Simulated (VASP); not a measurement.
# CoO (P-6m2) in VASP: notebook, part 2 of 2

VASP 6.6.1. Earlier steps stand in the parts before.

## Step 5: Single point, LDA+U, collinear spin, zero start

File INCAR:

```
SYSTEM = CoO
PREC     = Accurate       ! precision mode
ENCUT    = 520            ! plane-wave cutoff, eV
EDIFF    = 1E-6           ! SCF threshold, eV
ISMEAR   = 0              ! smearing method
SIGMA    = 0.05           ! smearing width, eV
LREAL    = .FALSE.        ! projectors in reciprocal space
LASPH    = .TRUE.         ! aspherical terms in the spheres
NELM     = 120            ! most SCF steps
ALGO     = Normal         ! electronic algorithm
ISIF     = 2              ! what is computed and relaxed
LWAVE    = .FALSE.        ! write WAVECAR
LCHARG   = .FALSE.        ! write CHGCAR
ISPIN    = 2              ! spin polarisation
MAGMOM   = 0 0            ! initial moments
LORBIT   = 11             ! projections on sites
LMAXMIX  = 4              ! l up to which the mixer works
LDAU     = .TRUE.         ! DFT+U
LDAUTYPE = 2            
LDAUL    = 2 -1           ! shell
LDAUU    = 6 0            ! U, eV
LDAUJ    = 0 0          
LDAUPRINT= 1            
NBANDS   = 18             ! bands
```

File KPOINTS:

```
regular mesh
0
G
  8 8 7
  0 0 0
```

File POSCAR:

```
CoO
1.0
    2.8562992300      0.0000000000      0.0000000000
   -1.4281496100      2.4736276900      0.0000000000
    0.0000000000      0.0000000000      2.7876065300
Co O
1 1
Direct
    0.0000000000      0.0000000000      0.0000000000
    0.6666666667      0.3333333333      0.5000000000
```

Potentials or basis: VASP PAW LDA potentials, release 64 (Co, O).

Run with:

```bash
$ cat potpaw_LDA.64/Co/POTCAR potpaw_LDA.64/O/POTCAR > POTCAR
$ mpirun -np 1 vasp_std > vasp.out
```

OUTCAR:

```text
SYSTEM = CoO
   PREC = Accurate
   ENCUT = 520
   EDIFF = 1E-6
   ISMEAR = 0
   LREAL = .FALSE.
   LASPH = .TRUE.
   NELM = 120
   ISIF = 2
   ISPIN = 2
   LORBIT = 11

 ion  position               nearest neighbor table
   1  0.000  0.000  0.000-   2 2.16   2 2.16   2 2.16   2 2.16   2 2.16   2 2.16
   2  0.667  0.333  0.500-   1 2.16   1 2.16   1 2.16   1 2.16   1 2.16   1 2.16

  LATTYP: Found a hexagonal cell.
 ALAT       =     2.8562992300
 C/A-ratio  =     0.9759504539

  Lattice vectors:

 A1 = (   2.8562992300,   0.0000000000,   0.0000000000)
 A2 = (  -1.4281496100,   2.4736276900,   0.0000000000)
 A3 = (   0.0000000000,   0.0000000000,   2.7876065300)

Analysis of symmetry for initial positions (statically):
=====================================================================
 Subroutine PRICEL returns:
 Original cell was already a primitive cell.

 Routine SETGRP: Setting up the symmetry group for a
 hexagonal supercell.

 Subroutine GETGRP returns: Found 12 space group operations
 (whereof 12 operations were pure point group operations)
[... 227 lines left out ...]

 k-point     1 :       0.0000    0.0000    0.0000
  band No.  band energies     occupation
      1     -12.7785      1.00000
      2       1.7427      1.00000
      3       2.2264      1.00000
      4       2.2264      1.00000
      5       3.4804      1.00000
      6       6.1614      1.00000
[... 1001 lines left out ...]
     17      35.5503      0.00000
     18      39.5792      0.00000

 [... further k-points ...]
[... 5 lines left out ...]
  --------------------------------------------------------------------------------------
  -------------------------------------------------------------------------------------
  Total       -4.2878270     -4.2878270     -4.7444560     -0.0000000     -0.0000000      0.0000000
  in kB     -348.8014864   -348.8014853   -385.9468436     -0.0000007     -0.0000000      0.0000000
  external PRESSURE =    -361.1832717 kB  Pullay stress =       0.0000000 kB

 VOLUME and BASIS-vectors are now :
 -----------------------------------------------------------------------------
  energy-cutoff  :      520.00
  volume of cell :       19.70
      direct lattice vectors                 reciprocal lattice vectors
     2.856299230  0.000000000  0.000000000     0.350103375  0.202132277  0.000000000
    -1.428149610  2.473627690  0.000000000     0.000000000  0.404264556  0.000000000
     0.000000000  0.000000000  2.787606530     0.000000000  0.000000000  0.358730685

 POSITION                                       TOTAL-FORCE (eV/Angst)
 -----------------------------------------------------------------------------------
      0.00000      0.00000      0.00000         0.000000      0.000000      0.000000
      1.42815      0.82454      1.39380        -0.000000     -0.000000      0.000000
 -----------------------------------------------------------------------------------
    total drift:                               -0.000000      0.000000      0.000000

  FREE ENERGIE OF THE ION-ELECTRON SYSTEM (eV)
  ---------------------------------------------------
  free  energy   TOTEN  =        -9.3624086273 eV

  energy  without entropy=       -9.3540629123  energy(sigma->0) =       -9.35823577

 total charge

# of ion       s       p       d       tot
------------------------------------------
    1        0.273   0.332   7.387   7.993
    2        1.554   3.305   0.000   4.859
--------------------------------------------------
tot          1.827   3.637   7.387  12.851

 magnetization (x)

# of ion       s       p       d       tot
------------------------------------------
    1       -0.000  -0.000  -0.001  -0.001
    2       -0.000  -0.000   0.000  -0.000
--------------------------------------------------
tot         -0.000  -0.000  -0.001  -0.001
```

stdout:

```text
POSCAR found type information on POSCAR CoO
 POSCAR found :  2 types and       2 ions
 scaLAPACK will be used
 LDA part: xc-table for (Slater(with rela. corr.)+CA(PZ))
 , standard interpolation
 POSCAR, INCAR and KPOINTS ok, starting setup
 FFT: planning ... GRIDC
 FFT: planning ... GRID_SOFT
 FFT: planning ... GRID
 WAVECAR not read
 entering main loop
```

Wall time 24 s (1 thread of Intel Xeon Platinum 8488C (Sapphire Rapids), shared host); peak memory 0.15 GiB.

Results:

| Property | Result |
| --- | --- |
| Free energy | -9.3624 eV |
| Pressure | -36.1 GPa |
| Band gap on the k mesh | none (metal or under the smearing width) |
| Net moment | 0.00 μB per cell |
| Valence electrons inside the program's atomic spheres | Co 7.99; O 4.86 |

Stress tensor (GPa, compression positive):
```
-34.88   0.00   0.00
  0.00 -34.88   0.00
  0.00   0.00 -38.59
```

Eigenvalues of the final occupation matrices:
```csv
site,spin,trace,eigenvalues
site 1 d,1,3.71,0.42 0.42 0.95 0.95 0.97
site 1 d,2,3.71,0.42 0.42 0.95 0.95 0.97
```

Caveat: a pressure of tens of GPa on the cell as given is suspect, and the run, the potentials or the cell itself is likely at fault.

## Step 6: Single point, LDA+U, collinear spin, random start

File INCAR:

```
SYSTEM = CoO
PREC     = Accurate       ! precision mode
ENCUT    = 520            ! plane-wave cutoff, eV
EDIFF    = 1E-7           ! SCF threshold, eV
ISMEAR   = 0              ! smearing method
SIGMA    = 0.05           ! smearing width, eV
LREAL    = .False.        ! projectors in reciprocal space
LASPH    = .True.         ! aspherical terms in the spheres
NELM     = 150            ! most SCF steps
ALGO     = Fast           ! electronic algorithm
ISIF     = 2              ! what is computed and relaxed
LWAVE    = .False.        ! write WAVECAR
LCHARG   = .False.        ! write CHGCAR
ISPIN    = 2              ! spin polarisation
MAGMOM   = -1.94 0        ! initial moments
LORBIT   = 11             ! projections on sites
LMAXMIX  = 4              ! l up to which the mixer works
LDAU     = .True.         ! DFT+U
LDAUTYPE = 2            
LDAUL    = 2 -1           ! shell
LDAUU    = 6 0            ! U, eV
LDAUJ    = 0 0          
LDAUPRINT= 1            
GGA      = CA             ! functional
NBANDS   = 18             ! bands
```

File KPOINTS:

```
Automatic mesh
0
Gamma
  8 8 7
  0 0 0
```

POSCAR is that of step 5.

Potentials or basis: VASP PAW LDA potentials, release 64 (Co, O).

Run with:

```bash
$ cat potpaw_LDA.64/Co/POTCAR potpaw_LDA.64/O/POTCAR > POTCAR
$ mpirun -np 1 vasp_std > vasp.out
```

OUTCAR:

```text
SYSTEM = CoO
   PREC = Accurate
   ENCUT = 520
   EDIFF = 1E-7
   ISMEAR = 0
   LREAL = .False.
   LASPH = .True.
   NELM = 150
   ISIF = 2
   ISPIN = 2
   LORBIT = 11
   GGA = CA

 ion  position               nearest neighbor table
   1  0.000  0.000  0.000-   2 2.16   2 2.16   2 2.16   2 2.16   2 2.16   2 2.16
   2  0.667  0.333  0.500-   1 2.16   1 2.16   1 2.16   1 2.16   1 2.16   1 2.16

  LATTYP: Found a hexagonal cell.
 ALAT       =     2.8562992300
 C/A-ratio  =     0.9759504539

  Lattice vectors:

 A1 = (   2.8562992300,   0.0000000000,   0.0000000000)
 A2 = (  -1.4281496100,   2.4736276900,   0.0000000000)
 A3 = (   0.0000000000,   0.0000000000,   2.7876065300)

Analysis of symmetry for initial positions (statically):
=====================================================================
 Subroutine PRICEL returns:
 Original cell was already a primitive cell.

 Routine SETGRP: Setting up the symmetry group for a
 hexagonal supercell.

 Subroutine GETGRP returns: Found 12 space group operations
 (whereof 12 operations were pure point group operations)
 out of a pool of 24 trial point group operations.

The static configuration has the point symmetry D_3h.

Analysis of symmetry for dynamics (positions and initial velocities):
=====================================================================
 Subroutine PRICEL returns:
 Original cell was already a primitive cell.

 Routine SETGRP: Setting up the symmetry group for a
 hexagonal supercell.

 Subroutine GETGRP returns: Found 12 space group operations
 (whereof 12 operations were pure point group operations)
 out of a pool of 24 trial point group operations.

The dynamic configuration has the point symmetry D_3h.

Analysis of structural, dynamic, and magnetic symmetry:
=====================================================================
 Subroutine PRICEL returns:
 Original cell was already a primitive cell.

 Routine SETGRP: Setting up the symmetry group for a
 hexagonal supercell.

 Subroutine GETGRP returns: Found 12 space group operations
 (whereof 12 operations were pure point group operations)
 out of a pool of 24 trial point group operations.

The overall configuration has the point symmetry D_3h.

 Subroutine INISYM returns: Found 12 space group operations
 (whereof 12 operations are pure point group operations),
 and found     1 'primitive' translations

----------------------------------------------------------------------------------------

                                     Primitive cell

  volume of cell :      19.6956

  direct lattice vectors                    reciprocal lattice vectors
     2.856299230  0.000000000  0.000000000     0.350103375  0.202132277  0.000000000
    -1.428149610  2.473627690  0.000000000     0.000000000  0.404264556  0.000000000
     0.000000000  0.000000000  2.787606530     0.000000000  0.000000000  0.358730685

  length of vectors
[... 110 lines left out ...]
   J (eV)           for each species LDAUJ =   0.0  0.0
   GGA     = CA    functional components
   LHFCALC =     F    Hartree Fock is set to
   AEXX    =    0.0000 exact exchange contribution
   IVDW    =     0    specifies the selected vdW correction
   LEPSILON=     F    determine dielectric tensor
   LRPA    =     F    only Hartree local field effects (RPA)
 spin polarized calculation
 RMM-DIIS sequential band-by-band and
 Gauss-broadening in eV      SIGMA  =   0.05
  energy-cutoff  :      520.00
  volume of cell :       19.70
 maximum number of plane-waves:       543
 NGX is ok and might be reduce to    24
   NGX = 11   NGY = 11   NGZ = 11

atom =   1  type =  1  l = 2

 onsite density matrix

spin component  1

  0.5212 -0.0000 -0.0000  0.0000  0.0000
 -0.0000  0.1065 -0.0000  0.0000 -0.0000
 -0.0000 -0.0000  0.9659  0.0000 -0.0000
  0.0000  0.0000  0.0000  0.1065 -0.0000
  0.0000 -0.0000 -0.0000 -0.0000  0.5212

spin component  2

  0.9790 -0.0000 -0.0000  0.0000  0.0000
 -0.0000  1.0093  0.0000  0.0000 -0.0000
 -0.0000  0.0000  0.9739 -0.0000 -0.0000
  0.0000  0.0000 -0.0000  1.0093  0.0000
  0.0000 -0.0000 -0.0000  0.0000  0.9790

 occupancies and eigenvectors

  o =  0.1065  v =  0.0000  0.9010 -0.0000 -0.4337 -0.0000  0.0000  0.0000  0.0000  0.0000  0.0000      0.0000  0.0000  0.0000  0.0000  0.0000  0.0000  0.0000  0.0000  0.0000  0.0000
  o =  0.1065  v =  0.0000 -0.4337 -0.0000 -0.9010  0.0000  0.0000  0.0000  0.0000  0.0000  0.0000      0.0000  0.0000  0.0000  0.0000  0.0000  0.0000  0.0000  0.0000  0.0000  0.0000
  o =  0.5212  v =  0.0279 -0.0000 -0.0000  0.0000 -0.9996  0.0000  0.0000  0.0000  0.0000  0.0000      0.0000  0.0000  0.0000  0.0000  0.0000  0.0000  0.0000  0.0000  0.0000  0.0000
  o =  0.5212  v =  0.9996  0.0000  0.0000  0.0000  0.0279  0.0000  0.0000  0.0000  0.0000  0.0000      0.0000  0.0000  0.0000  0.0000  0.0000  0.0000  0.0000  0.0000  0.0000  0.0000
  o =  0.9659  v = -0.0000 -0.0000  1.0000  0.0000 -0.0000  0.0000  0.0000  0.0000  0.0000  0.0000      0.0000  0.0000  0.0000  0.0000  0.0000  0.0000  0.0000  0.0000  0.0000  0.0000
  o =  0.9739  v =  0.0000  0.0000  0.0000  0.0000  0.0000  0.0000  0.0000  1.0000  0.0000  0.0000      0.0000  0.0000  0.0000  0.0000  0.0000  0.0000  0.0000  0.0000  0.0000  0.0000
  o =  0.9790  v =  0.0000  0.0000  0.0000  0.0000  0.0000 -0.8237 -0.0000  0.0000  0.0000  0.5671      0.0000  0.0000  0.0000  0.0000  0.0000  0.0000  0.0000  0.0000  0.0000  0.0000
  o =  0.9790  v =  0.0000  0.0000  0.0000  0.0000  0.0000 -0.5671  0.0000  0.0000 -0.0000 -0.8237      0.0000  0.0000  0.0000  0.0000  0.0000  0.0000  0.0000  0.0000  0.0000  0.0000
  o =  1.0093  v =  0.0000  0.0000  0.0000  0.0000  0.0000  0.0000 -0.9010  0.0000  0.4337 -0.0000      0.0000  0.0000  0.0000  0.0000  0.0000  0.0000  0.0000  0.0000  0.0000  0.0000
  o =  1.0093  v =  0.0000  0.0000  0.0000  0.0000  0.0000  0.0000  0.4337 -0.0000  0.9010  0.0000      0.0000  0.0000  0.0000  0.0000  0.0000  0.0000  0.0000  0.0000  0.0000  0.0000

 number of electron      15.0000005 magnetization      -2.9999965

 Free energy of the ion-electron system (eV)
  ---------------------------------------------------
  ext. energy  EPLUGINS =         0.00000000
  ---------------------------------------------------
  free energy    TOTEN  =       -11.53971164 eV

  energy without entropy =      -11.53818727  energy(sigma->0) =      -11.53894945

 E-fermi :   6.7619     XC(G=0): -12.7728

 val. band max:        6.7534227756   @ k =   0.1250   0.1250   0.2857
 cond. band min:       6.7896491701   @ k =   0.0000   0.0000   0.2857
 fundamental gap:      0.0362263945
 Fermi energy:         6.7618949495

 spin component 1

 k-point     1 :       0.0000    0.0000    0.0000
  band No.  band energies     occupation
      1     -11.7906      1.00000
      2       2.2480      1.00000
      3       3.8301      1.00000
      4       3.8301      1.00000
      5       4.4991      1.00000
      6       7.8350      0.00000
[... 1001 lines left out ...]
     17      35.2021      0.00000
     18      37.9157      0.00000

 [... further k-points ...]
[... 5 lines left out ...]
  --------------------------------------------------------------------------------------
  -------------------------------------------------------------------------------------
  Total       -2.1512510     -2.1512510     -3.7871774     -0.0000000     -0.0000000     -0.0000000
  in kB     -174.9976259   -174.9976254   -308.0751869     -0.0000004     -0.0000000     -0.0000000
  external PRESSURE =    -219.3568127 kB  Pullay stress =       0.0000000 kB

 VOLUME and BASIS-vectors are now :
 -----------------------------------------------------------------------------
  energy-cutoff  :      520.00
  volume of cell :       19.70
      direct lattice vectors                 reciprocal lattice vectors
     2.856299230  0.000000000  0.000000000     0.350103375  0.202132277  0.000000000
    -1.428149610  2.473627690  0.000000000     0.000000000  0.404264556  0.000000000
     0.000000000  0.000000000  2.787606530     0.000000000  0.000000000  0.358730685

 POSITION                                       TOTAL-FORCE (eV/Angst)
 -----------------------------------------------------------------------------------
      0.00000      0.00000      0.00000         0.000000     -0.000000      0.000000
      1.42815      0.82454      1.39380        -0.000000      0.000000      0.000000
 -----------------------------------------------------------------------------------
    total drift:                               -0.000000      0.000000      0.000000

  FREE ENERGIE OF THE ION-ELECTRON SYSTEM (eV)
  ---------------------------------------------------
  free  energy   TOTEN  =       -11.5397116351 eV

  energy  without entropy=      -11.5381872737  energy(sigma->0) =      -11.53894945

 total charge

# of ion       s       p       d       tot
------------------------------------------
    1        0.308   0.373   7.146   7.828
    2        1.544   3.394   0.000   4.939
--------------------------------------------------
tot          1.853   3.767   7.146  12.766

 magnetization (x)

# of ion       s       p       d       tot
------------------------------------------
    1       -0.008  -0.009  -2.726  -2.743
    2       -0.018  -0.233   0.000  -0.251
--------------------------------------------------
tot         -0.026  -0.242  -2.726  -2.995
```

Run time: 20 s. Hardware: 1 thread of Intel Xeon Platinum 8488C (Sapphire Rapids), shared host; peak memory 0.14 GiB.

What came out:

```yaml
Free_energy: -11.5397 eV
Pressure: -21.9 GPa
Band_gap_on_the_k_mesh: none (metal or under the smearing width)
Net_moment: -3.00 μB per cell
Site_moments: Co -2.74; O -0.25 μB
Valence_electrons_inside_the_program's_atomic_spheres: Co 7.83; O 4.94
```

Eigenvalues of the final occupation matrices:
```
    site  spin  trace               eigenvalues
site 1 d     1   2.22  0.11 0.11 0.52 0.52 0.97
site 1 d     2   4.95  0.97 0.98 0.98 1.01 1.01
```

Caveat: a cell with one magnetic atom can't hold antiferromagnetic order, which such compounds often take. The state reached can hang on the start; a lower one may exist.

## Step 7: Single point, LDA+U, collinear spin, ferromagnetic start

File INCAR:

```
SYSTEM = CoO
PREC = Accurate
ENCUT = 520
EDIFF = 1E-7
ISMEAR = 0
SIGMA = 0.05
LREAL = .FALSE.
LASPH = .TRUE.
NELM = 150
ALGO = Normal
ISIF = 2
LWAVE = .FALSE.
LCHARG = .FALSE.
ISPIN = 2
MAGMOM = 2 0
LORBIT = 11
NUPDOWN = 0
LMAXMIX = 4
LDAU = .TRUE.
LDAUTYPE = 2
LDAUL = 2 -1
LDAUU = 6 0
LDAUJ = 0 0
LDAUPRINT = 1
NBANDS = 18
```

File KPOINTS:

```
regular mesh
0
G
  8 8 7
  0 0 0
```

POSCAR is that of step 6.

Run with:

```bash
$ cat potpaw_LDA.64/Co/POTCAR potpaw_LDA.64/O/POTCAR > POTCAR
$ mpirun -np 1 vasp_std > vasp.out
```

Run time: 21 s. Hardware: 1 thread of Intel Xeon Platinum 8488C (Sapphire Rapids), shared host; peak memory 0.15 GiB.

It converged, with:

```
Free energy                                           : -9.5652 eV
Pressure                                              : -25.5 GPa
Net moment                                            : 0.00 μB per cell
Site moments                                          : Co +0.10; O -0.08 μB
Valence electrons inside the program's atomic spheres : Co 7.92; O 4.89
```

Stress tensor (GPa, compression positive):
```
-19.71   0.00   0.00
  0.00 -19.71   0.00
  0.00   0.00 -37.22
```

Eigenvalues of the final occupation matrices:
```tsv
site	spin	trace	eigenvalues
site 1 d	1	3.70	0.39 0.39 0.97 0.97 0.97
site 1 d	2	3.60	0.34 0.34 0.94 0.99 0.99
```

Caveat: the moment is held away from its start; the total moment is fixed, so each spin has its own Fermi level.

## Step 8: Summary

```csv
spin,U,fixed moment (μB),k mesh,supercell matrix,gap on the mesh (eV),pressure (GPa),moment (μB)
"non-collinear, random start",Co d U = 7 eV,-,8 × 8 × 7,-,none,-22.2,3.00
"collinear, ferromagnetic start",Co d U = 6 eV,-,8 × 8 × 7,-,none,-21.9,3.00
"collinear, antiferromagnetic start",Co d U = 6 eV,-,7 × 4 × 7,"[1, 1, 0, -1, 1, 0, 0, 0, 1]",1.63,-16.6,0.00
"collinear, zero start",Co d U = 6 eV,-,8 × 8 × 7,-,none,-36.1,0.00
"collinear, random start",Co d U = 6 eV,-,8 × 8 × 7,-,none,-21.9,3.00
"collinear, ferromagnetic start",Co d U = 6 eV,0,8 × 8 × 7,-,-,-25.5,0.00
```

Alike in all rows: task single point; level LDA+U; potentials or basis VASP PAW LDA potentials, release 64 (Co, O); cell as given; cutoff (eV) 520; smearing gaussian 0.05 eV.

On the cell as given the gap runs from zero (LDA+U) to 1.63 eV (LDA+U); the meshes differ, which moves gaps too.

Caveats: a cell with one magnetic atom can't hold antiferromagnetic order, which such compounds often take (some runs); an odd mesh through Γ misses points on the zone boundary, where band edges often lie (some runs); a pressure of tens of GPa on the cell as given is suspect, and the run, the potentials or the cell itself is likely at fault (some runs); the moment is held away from its start (some runs); the total moment is fixed, so each spin has its own Fermi level (some runs).

Total energies depend on the potentials used, so only differences within one code and one set of settings carry meaning.
